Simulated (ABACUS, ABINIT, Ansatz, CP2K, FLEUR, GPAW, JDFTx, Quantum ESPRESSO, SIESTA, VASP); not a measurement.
**One calculation of Tl, 11 ways**

```
CELL_PARAMETERS angstrom
3.45600 0.00000 0.00000
-1.72800 2.99298 0.00000
0.00000 0.00000 5.52500
ATOMIC_POSITIONS crystal
Tl 0.66750 0.31964 0.74125
Tl 0.32903 0.66275 0.24287
```

Atoms were shifted at random by some hundredths of an Å from the given cell, which wasn't relaxed again for these runs.

Alike in all runs: task single point; functional PBE; k mesh 9 × 9 × 5; occupations fermi-dirac, width 0.05 eV; no spin polarisation; no spin-orbit coupling. Pressure is positive in compression and, in plane waves, holds the error of the finite cutoff, which Ansatz's Pulay term estimates and takes out.

```
                                                                                   program and potentials  plane-wave cutoff (eV)         notes  pressure (GPa)  energy over the undisturbed cell (meV/atom)
                                                                Quantum ESPRESSO, SSSP 1.3 efficiency PBE                     748             -            3.00                                         0.17
                                                           Ansatz, all-electron LAPW, scalar-relativistic                       -             -            3.44                                            -
                                                                               FLEUR, all-electron, FLAPW                       -             -               -                                         0.16
                                              JDFTx, PseudoDojo-SR-PBE-0.4.1-standard with smoothed tails                     844             -            3.35                                         0.17
                                                                                 ABINIT, JTH PAW PBE v2.0                     599             -            3.39                                         0.18
                                                                    Ansatz, Ansatz PAW (earlier soft set)                     420             -            3.44                                         0.16
                                            CP2K, POTENTIAL_UZH Tl GTH-PBE-q13; TZVP-MOLOPT-PBE-GTH basis                       -  atomic basis            3.59                                         0.17
SIESTA, files PseudoDojo sr-pbe-0.4.1-standard, DZP (energy shift 0.003 Ry; two zetas on semicore shells)                       -  atomic basis            3.26                                         0.20
                                                               GPAW, GPAW PAW data sets (gpaw-data 1.2.1)                     600             -            3.09                                         0.14
                                                                         VASP, PBE PAW files Tl_d, 520 eV                     520             -            3.37                                            -
                                                 ABACUS, PseudoDojo NC SR 0.4.1 PBE standard, plane waves                     830             -            3.34                                         0.16
```

Force on atom 1 (Tl), eV/Å:

| program and potentials | x | y | z |
| --- | --- | --- | --- |
| Quantum ESPRESSO, SSSP 1.3 efficiency PBE | -0.008 | 0.008 | 0.029 |
| Ansatz, all-electron LAPW, scalar-relativistic | -0.008 | 0.008 | 0.029 |
| FLEUR, all-electron, FLAPW | -0.008 | 0.008 | 0.029 |
| JDFTx, PseudoDojo-SR-PBE-0.4.1-standard with smoothed tails | -0.008 | 0.007 | 0.029 |
| ABINIT, JTH PAW PBE v2.0 | -0.008 | 0.008 | 0.029 |
| Ansatz, Ansatz PAW (earlier soft set) | -0.008 | 0.008 | 0.029 |
| CP2K, POTENTIAL_UZH Tl GTH-PBE-q13; TZVP-MOLOPT-PBE-GTH basis | -0.008 | 0.008 | 0.030 |
| SIESTA, files PseudoDojo sr-pbe-0.4.1-standard, DZP (energy shift 0.003 Ry; two zetas on semicore shells) | -0.010 | 0.010 | 0.032 |
| GPAW, GPAW PAW data sets (gpaw-data 1.2.1) | -0.007 | 0.007 | 0.028 |
| VASP, PBE PAW files Tl_d, 520 eV | -0.008 | 0.008 | 0.029 |
| ABACUS, PseudoDojo NC SR 0.4.1 PBE standard, plane waves | -0.008 | 0.008 | 0.022 |

The pressure spans 3.00 (Quantum ESPRESSO, SSSP 1.3 efficiency PBE) to 3.59 GPa (CP2K, POTENTIAL_UZH Tl GTH-PBE-q13; TZVP-MOLOPT-PBE-GTH basis), with all-electron results at 3.44. Rows in atomic bases carry the error of their basis and grid, which can be large.

Differences between rows come from potentials, basis sets and numerical settings, since the functional is the same but for its coding. Runs on potential files found faulty are left out.
